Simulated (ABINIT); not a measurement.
# Ni (Im-3m) in ABINIT: equation of state

How stiff is Ni in PBE, and what volume does it want? The cell is scaled to several volumes.

All numbers are computed with ABINIT 10.8.3 (patched build); they aren't measurements. Logs are shortened: lines on timing, memory, paths and dates and some standing lists are left out, and cuts for length are marked. The log counts tension as positive stress, the text compression.

## Step 1: The crystal as given

Symmetry: Im-3m, No. 229, cubic system. Conventional cell: a = 2.767 Å, b = 2.767 Å, c = 2.767 Å, α = 90.00°, β = 90.00°, γ = 90.00°. Ni (site symmetry m-3m) is surrounded by 8 Ni at 2.40 Å.

This isn't the form of Ni at room conditions, which is fcc.

## Step 2: Equation of state, PBE, collinear spin, ferromagnetic start

The input, run.abi:

```
ndtset 7
getwfk -1
scalecart1 3*0.9795861087
scalecart2 3*0.9864848297
scalecart3 3*0.9932883884
scalecart4 3*1.0000000000
scalecart5 3*1.0066227096
scalecart6 3*1.0131594038
scalecart7 3*1.0196128224

pp_dirpath "./"
pseudos "Ni.GGA_PBE-JTH.xml"

acell 3*1.0
rprim
    -2.6148432727     2.6148432727     2.6148432727
     2.6148432727    -2.6148432727     2.6148432727
     2.6148432727     2.6148432727    -2.6148432727
ntypat 1
znucl 28
natom 1
typat 1
xred
     0.0000000000     0.0000000000     0.0000000000

ecut 41.0
pawecutdg 63.0

kptopt 1
ngkpt 13 13 13
nshiftk 1
shiftk 0.0 0.0 0.0

ixc 11

nband 14
occopt 3
tsmear 0.05 eV

nsppol 2
spinat
     0.0000000000     0.0000000000     1.0000000000

nstep 100
tolvrs 1.0e-9

iomode 3
prtwf 1
prtden 0
prteig 0
prtebands 0
enunit 2
```

Potentials or basis: JTH PAW PBE v2.0.

Command:

```sh
$ abinit run.abi > log 2>&1
```

run.abo:

```text
.Version 10.8.3 of ABINIT
 DATASET    1 : space group Im -3 m (#229); Bravais cI (body-center cubic)
================================================================================
 Values of the parameters that define the memory need for DATASET  1.
     intxc =       0    ionmov =       0      iscf =      17    lmnmax =      18
     lnmax =       6     mgfft =      27  mpssoang =       3    mqgrid =    3001
     natom =       1  nloc_mem =       2    nspden =       2   nspinor =       1
    nsppol =       2      nsym =      48    n1xccc =       1    ntypat =       1
    occopt =       3   xclevel =       2
       mpw =         863          nfft =       19683          nkpt =          84
 PAW method is used; the additional fine FFT grid is defined by:
   mgfftf=        32    nfftf =     32768
================================================================================
================================================================================
[... 71 lines left out ...]
 DATASET    7 : space group Im -3 m (#229); Bravais cI (body-center cubic)
================================================================================
 Values of the parameters that define the memory need for DATASET  7.
     intxc =       0    ionmov =       0      iscf =      17    lmnmax =      18
     lnmax =       6     mgfft =      30  mpssoang =       3    mqgrid =    3001
     natom =       1  nloc_mem =       2    nspden =       2   nspinor =       1
    nsppol =       2      nsym =      48    n1xccc =       1    ntypat =       1
    occopt =       3   xclevel =       2
       mpw =         967          nfft =       27000          nkpt =          84
 PAW method is used; the additional fine FFT grid is defined by:
   mgfftf=        36    nfftf =     46656
================================================================================
================================================================================

--------------------------------------------------------------------------------
------------- Echo of variables that govern the present computation ------------
--------------------------------------------------------------------------------
 -outvars: echo values of preprocessed input variables --------
            acell      1.0000000000E+00  1.0000000000E+00  1.0000000000E+00 Bohr
              amu      5.86900000E+01
             ecut      4.10000000E+01 Hartree
           enunit           2
           getwfk          -1
                       outvar_i_n : Printing only first  50 k-points.
              ixc          11
           jdtset        1    2    3    4    5    6    7
                       outvar_i_n : Printing only first  50 k-points.
         kptrlatt       13    0    0      0   13    0      0    0   13
          kptrlen1     5.76756186E+01
          kptrlen2     5.80817983E+01
          kptrlen3     5.84823751E+01
          kptrlen4     5.88775382E+01
          kptrlen5     5.92674671E+01
          kptrlen6     5.96523315E+01
          kptrlen7     6.00322929E+01
            natom           1
            nband          14
           ndtset           7
            ngfft1         27      27      27
            ngfft2         27      27      27
            ngfft3         27      27      27
            ngfft4         30      30      30
            ngfft5         30      30      30
            ngfft6         30      30      30
            ngfft7         30      30      30
          ngfftdg1         32      32      32
          ngfftdg2         32      32      32
          ngfftdg3         36      36      36
          ngfftdg4         36      36      36
          ngfftdg5         36      36      36
          ngfftdg6         36      36      36
          ngfftdg7         36      36      36
             nkpt          84
           nspden           2
           nsppol           2
            nstep         100
             nsym          48
           ntypat           1
                       prtocc : prtvol=0, do not print more k-points.
                       1.000000  1.000000  1.000000  1.000000  1.000000  1.000000
                       1.000000  1.000000  1.000000  0.000000  0.000000  0.000000
                       0.000000  0.000000
                       1.000000  1.000000  1.000000  1.000000  1.000000  1.000000
                       1.000000  1.000000  1.000000  0.000000  0.000000  0.000000
                       0.000000  0.000000
                       1.000000  1.000000  1.000000  1.000000  1.000000  1.000000
                       1.000000  1.000000  1.000000  0.000000  0.000000  0.000000
                       0.000000  0.000000
                       1.000000  1.000000  1.000000  1.000000  1.000000  1.000000
                       1.000000  1.000000  1.000000  0.000000  0.000000  0.000000
                       0.000000  0.000000
                       1.000000  1.000000  1.000000  1.000000  1.000000  1.000000
                       1.000000  1.000000  1.000000  0.000000  0.000000  0.000000
                       0.000000  0.000000
                       1.000000  1.000000  1.000000  1.000000  1.000000  1.000000
                       1.000000  1.000000  1.000000  0.000000  0.000000  0.000000
[... 118 lines left out ...]
                       1.000000  1.000000  1.000000  1.000000  1.000000  1.000000
                       1.000000  1.000000  1.000000  0.000000  0.000000  0.000000
                       0.000000  0.000000
                       1.000000  1.000000  1.000000  1.000000  1.000000  1.000000
                       1.000000  1.000000  1.000000  0.000000  0.000000  0.000000
                       0.000000  0.000000
                       1.000000  1.000000  1.000000  1.000000  1.000000  1.000000
                       1.000000  1.000000  1.000000  0.000000  0.000000  0.000000
                       0.000000  0.000000
                       1.000000  1.000000  1.000000  1.000000  1.000000  1.000000
                       1.000000  1.000000  1.000000  0.000000  0.000000  0.000000
                       0.000000  0.000000
                       1.000000  1.000000  1.000000  1.000000  1.000000  1.000000
                       1.000000  1.000000  1.000000  0.000000  0.000000  0.000000
                       0.000000  0.000000
                       prtocc : prtvol=0, do not print more k-points.
           occopt           3
        pawecutdg      6.30000000E+01 Hartree
         pawxcdev           0
           prtden           0
        prtebands           0
           prteig           0
            rprim1    -2.5614641464E+00  2.5614641464E+00  2.5614641464E+00
                       2.5614641464E+00 -2.5614641464E+00  2.5614641464E+00
                       2.5614641464E+00  2.5614641464E+00 -2.5614641464E+00
            rprim2    -2.5795032206E+00  2.5795032206E+00  2.5795032206E+00
                       2.5795032206E+00 -2.5795032206E+00  2.5795032206E+00
                       2.5795032206E+00  2.5795032206E+00 -2.5795032206E+00
            rprim3    -2.5972934603E+00  2.5972934603E+00  2.5972934603E+00
                       2.5972934603E+00 -2.5972934603E+00  2.5972934603E+00
                       2.5972934603E+00  2.5972934603E+00 -2.5972934603E+00
            rprim4    -2.6148432727E+00  2.6148432727E+00  2.6148432727E+00
                       2.6148432727E+00 -2.6148432727E+00  2.6148432727E+00
                       2.6148432727E+00  2.6148432727E+00 -2.6148432727E+00
            rprim5    -2.6321606203E+00  2.6321606203E+00  2.6321606203E+00
                       2.6321606203E+00 -2.6321606203E+00  2.6321606203E+00
                       2.6321606203E+00  2.6321606203E+00 -2.6321606203E+00
            rprim6    -2.6492530512E+00  2.6492530512E+00  2.6492530512E+00
                       2.6492530512E+00 -2.6492530512E+00  2.6492530512E+00
                       2.6492530512E+00  2.6492530512E+00 -2.6492530512E+00
            rprim7    -2.6661277294E+00  2.6661277294E+00  2.6661277294E+00
                       2.6661277294E+00 -2.6661277294E+00  2.6661277294E+00
                       2.6661277294E+00  2.6661277294E+00 -2.6661277294E+00
          spgroup         229
           spinat      0.0000000000E+00  0.0000000000E+00  1.0000000000E+00
           tolvrs      1.00000000E-09
           tsmear      1.83746611E-03 Hartree
            typat      1
           useylm           1
                       outvars : Printing only first  50 k-points.
            znucl       28.00000

================================================================================

 chkinp: Checking input parameters for consistency, jdtset=   1.

 chkinp: Checking input parameters for consistency, jdtset=   2.
[... 40 lines left out ...]
 getcut: wavevector=  0.0000  0.0000  0.0000  ngfft=  32  32  32
         ecut(hartree)=     63.000   => boxcut(ratio)=   2.02064

--- Pseudopotential description ------------------------------------------------
- pspini: atom type   1  psp file is ./Ni.GGA_PBE-JTH.xml
 Pseudopotential format is: paw10
 basis_size (lnmax)=  6 (lmn_size= 18), orbitals=   0   0   1   1   2   2
 Spheres core radius: rc_sph= 1.81432190
 Shapefunction is SIN type: shapef(r)=[sin(pi*r/rshp)/(pi*r/rshp)]**2
 Radius for shape functions =  1.60094920
 Compensation charge density is not taken into account in XC energy/potential

   3.95860501E+02                                ecore*ucvol(ha*bohr**3)
--------------------------------------------------------------------------------

================================================================================

--- !BeginCycle
iteration_state: {dtset: 1, }
solver: {iscf: 17, nstep: 100, nline: 4, wfoptalg: 10, }
tolerances: {tolvrs: 1.00E-09, }
...
[... 1458 lines left out ...]
-Cartesian components of stress tensor (GPa)         [Pressure= -3.2101E+00 GPa]
- sigma(1 1)=  3.21007718E+00  sigma(3 2)=  0.00000000E+00
- sigma(2 2)=  3.21007718E+00  sigma(3 1)=  0.00000000E+00
- sigma(3 3)=  3.21007718E+00  sigma(2 1)=  0.00000000E+00

== END DATASET(S) ==============================================================
================================================================================

 -outvars: echo values of variables after computation  --------
            acell      1.0000000000E+00  1.0000000000E+00  1.0000000000E+00 Bohr
           etotal1    -1.7086163238E+02
           etotal2    -1.7086271645E+02
           etotal3    -1.7086352807E+02
           etotal4    -1.7086408549E+02
           etotal5    -1.7086441878E+02
           etotal6    -1.7086454971E+02
           etotal7    -1.7086449970E+02
            fcart1    -0.0000000000E+00 -0.0000000000E+00 -0.0000000000E+00
            fcart2    -0.0000000000E+00 -0.0000000000E+00 -0.0000000000E+00
            fcart3    -0.0000000000E+00 -0.0000000000E+00 -0.0000000000E+00
            fcart4    -0.0000000000E+00 -0.0000000000E+00 -0.0000000000E+00
            fcart5    -0.0000000000E+00 -0.0000000000E+00 -0.0000000000E+00
            fcart6    -0.0000000000E+00 -0.0000000000E+00 -0.0000000000E+00
            fcart7    -0.0000000000E+00 -0.0000000000E+00 -0.0000000000E+00
            rprim1    -2.5614641464E+00  2.5614641464E+00  2.5614641464E+00
                       2.5614641464E+00 -2.5614641464E+00  2.5614641464E+00
                       2.5614641464E+00  2.5614641464E+00 -2.5614641464E+00
[... 17 lines left out ...]
                       2.6661277294E+00  2.6661277294E+00 -2.6661277294E+00
           strten1    -8.4507594821E-04 -8.4507594821E-04 -8.4507594821E-04
                       0.0000000000E+00  0.0000000000E+00  0.0000000000E+00
           strten2    -6.3985550475E-04 -6.3985550475E-04 -6.3985550475E-04
                       0.0000000000E+00  0.0000000000E+00  0.0000000000E+00
           strten3    -4.5851841026E-04 -4.5851841026E-04 -4.5851841026E-04
                       0.0000000000E+00  0.0000000000E+00  0.0000000000E+00
           strten4    -2.9265240937E-04 -2.9265240937E-04 -2.9265240937E-04
                       0.0000000000E+00  0.0000000000E+00  0.0000000000E+00
           strten5    -1.4451631384E-04 -1.4451631384E-04 -1.4451631384E-04
                       0.0000000000E+00  0.0000000000E+00  0.0000000000E+00
           strten6    -1.0852752507E-05 -1.0852752507E-05 -1.0852752507E-05
                       0.0000000000E+00  0.0000000000E+00  0.0000000000E+00
           strten7     1.0910830551E-04  1.0910830551E-04  1.0910830551E-04
                       0.0000000000E+00  0.0000000000E+00  0.0000000000E+00
 Calculation completed.
```

Run time: 6.2 min. Hardware: 1 thread of Intel Xeon Platinum 8488C (Sapphire Rapids), shared host; peak memory 0.2 GiB.

Results:

- Equilibrium volume: 11.06 Å³/atom
- Bulk modulus: 191 GPa
- Pressure derivative of the bulk modulus: 4.4 (rough: it moves with the points fitted)

Energy against volume, from the lowest point:
```tsv
volume (Å³/atom)	energy (meV/atom)
9.962	79.38
10.174	49.89
10.385	27.80
10.597	12.63
10.809	3.56
11.021	0.00
11.233	1.36
```

Caveat: pressures at fixed basis lie under the slope of the energies.
